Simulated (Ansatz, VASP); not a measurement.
# MgO: VASP beside Ansatz

```
Mg O
1.0
     3.14369    0.00000    0.00000
    -1.57184    2.72251    0.00000
     0.00000    0.00000   10.07533
Mg O
4 4
Cartesian
  0.0000 1.8150 9.7679
  0.0000 0.0000 2.2248
  0.0000 0.0000 7.2625
  1.5718 0.9075 4.7303
  0.0000 1.8150 7.8592
  0.0000 0.0000 5.3363
  0.0000 0.0000 0.2987
  1.5718 0.9075 2.8215
```

Alike in both runs: task single point; functional PBE; k mesh 9 × 9 × 4; occupations gaussian, width 0.05 eV; no spin polarisation.

```csv
,VASP,Ansatz
version,VASP 6.6.1,Ansatz 0.2.0
potentials or method,"VASP PAW PBE potentials, release 64 (Mg, O)","scalar-relativistic, plane waves, PAW"
plane-wave cutoff (eV),520,520
valence electrons in the cell,32,64
```

VASP gave:

| Item | Value |
| --- | --- |
| gap on the k mesh at the Fermi level (eV) | 4.19 |
| least direct gap on the mesh (eV) | 4.19 |
| pressure (GPa) | 18.7 |
| largest component of the traceless stress (GPa) | 0.53 |
| rms of the force components (eV/Å) | 0.023 |

Estimate Ansatz's values.

gap on the k mesh at the Fermi level (eV): 4.20; least direct gap on the mesh (eV): 4.20; pressure (GPa): 18.9; largest component of the traceless stress (GPa): 0.54; rms of the force components (eV/Å): 0.023.

Atom by atom the forces differ by 0.001 eV/Å (rms over components). The functional is the same, so the differences come from potentials, cutoffs and numerics. The two sets of potentials don't hold the same shells in valence.

Caveats: so large a pressure means that the cell lies far from this level's equilibrium, or that cutoff or potentials fall short (VASP); an odd mesh through Γ misses points on the zone boundary, where band edges often lie.
